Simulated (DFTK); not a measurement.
Runs of DFTK 0.8.2 on Al. Symmetry: Im-3m, No. 229, cubic system. The conventional cell has a = 3.182 Å, b = 3.182 Å, c = 3.182 Å, α = 90.00°, β = 90.00°, γ = 90.00°. Al (site symmetry m-3m) is surrounded by 8 Al at 2.76 Å. This isn't the form of Al at room conditions, which is fcc.

| task | level | potentials or basis | cell | cutoff (eV) | valence electrons | gap on the mesh (eV) | pressure (GPa) |
| --- | --- | --- | --- | --- | --- | --- | --- |
| single point | PBE | dojo.nc.sr.pbe.v0_4_1.standard.upf (PBE) | as given | 707 | Al 3 | none | (a) |
| band structure | r2SCAN | SG15 1.2 (PBE) | as given | 1225 | Al 11 | none | 2.0 |
| single point | PBE | dojo.nc.sr.pbe.v0_4_1.standard.upf (PBE) | cell strained at random at fixed volume | 707 | Al 3 | none | 3.7 |
| band structure | SCAN | SG15 1.2 (PBE) | as given | 1225 | Al 11 | none | 4.1 |
| band structure | BJ06 | SG15 1.2 (PBE) | as given | 1225 | Al 11 | none | - |

Alike in all rows: no spin polarisation; k mesh 12 × 12 × 12; smearing fermi-dirac 0.05 eV.

Question: Fill in the values left out.

Answer: (a) 3.6.

Caveats: the potentials were made for another functional, which shifts forces and pressure (some runs); the program leaves the constant c of mgga_x_tb09 at 1, so the potential is Becke-Johnson's (BJ06) and not Tran and Blaha's, with levels but no total energy (some runs).

A gap of «none» marks a metal or a gap under the smearing width.
